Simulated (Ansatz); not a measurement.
# Property card for Si₃C

The calculation used DFT PBE, scalar-relativistic, plane waves, PAW in Ansatz 0.2.0.

Cutoff 420 eV; k points 16×16×8 on the computed 4-atom cell (Γ-centred); Gaussian smearing, width 0.10 eV; no spin polarisation.

The structure is relaxed at this level of theory with its symmetry kept, and needn't be the ground state of this composition.

```xyz
4
Lattice="2.7457 0.0000 0.0000 0.0000 2.7457 0.0000 0.0000 0.0000 6.1659" Properties=species:S:1:pos:R:3 pbc="T T T"
Si    1.3728    1.3728    1.1840
Si    0.0000    0.0000    3.0829
Si    1.3728    1.3728    4.9819
C     0.0000    0.0000    0.0000
```

Question: Formation energy from the elements' standard states (uncorrected)?

Answer: +1.113 eV/atom.

Question: Kohn–Sham band gap?

Answer: none (metal).

Question: Density of states at the Fermi level?

Answer: 1.6 states/eV per cell.

Question: Orbital (Löwdin) character within 0.5 eV of the Fermi level?

Answer: Si 3p 45 %, C 2p 26 %, Si 3s 20 %, unprojected 7 %.

Question: Bader charge by site (e)?

Answer: Si (2 in the cell) 0.76, Si (1 in the cell) 0.04, C (1 in the cell) -1.55.

Another cell of Si3C relaxed alike, in P-6m2, lies 0.40 eV/atom lower, so this cell isn't the stable form at this level.

The cell was found from a structure generator's guess, not taken from experiment. Löwdin shares on free-atom orbitals overweight diffuse shells.
